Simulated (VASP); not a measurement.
The system is AlN.

```
Al N
1.0
     3.97719    0.00000    0.00000
     0.00000    3.97719    0.00000
     0.00000    0.00000    3.97719
Al N
3 3
Direct
  0.50000 0.50000 0.00000
  0.50000 0.00000 0.50000
  0.00000 0.50000 0.50000
  0.00000 0.00000 0.50000
  0.00000 0.50000 0.00000
  0.50000 0.00000 0.00000
```

The cell was built by a generator and needn't be a form met in nature.

The cell isn't the ideal one: species swapped into the TcN type (Pm-3m, No. 221).

* Program: VASP 6.6.1
* Task: relaxation of cell and atoms
* Functional: PBE
* Potentials or basis: VASP PAW PBE potentials, release 64 (Al, N)
* Cutoff: 600 eV
* k mesh: 10 × 10 × 10
* Occupations: gaussian, width 0.1 eV
* Spin: no spin polarisation

At the start: pressure -4.4 GPa; volume 10.49 Å³/atom.

Question: Where does the relaxation end?

Answer: Over 3 steps the energy falls by 3.6 meV/atom and the volume is 10.23 Å³/atom (-2.4 %); space group Pm-3m (No. 221, to 0.05 Å).

Step by step:
| step | energy change (eV) | largest force (eV/Å) | pressure (GPa) | volume (Å³) |
| --- | --- | --- | --- | --- |
| 1 | 0.0000 | 0.0000 | -4.36 | 62.91 |
| 2 | -0.0113 | 0.0000 | 3.18 | 60.35 |
| 3 | -0.0213 | 0.0000 | -0.02 | 61.37 |

Final structure:
```
Al N
1.0
     3.94449    0.00000    0.00000
     0.00000    3.94449    0.00000
     0.00000    0.00000    3.94449
Al N
3 3
Direct
  0.50000 0.50000 0.00000
  0.50000 0.00000 0.50000
  0.00000 0.50000 0.50000
  0.00000 0.00000 0.50000
  0.00000 0.50000 0.00000
  0.50000 0.00000 0.00000
```
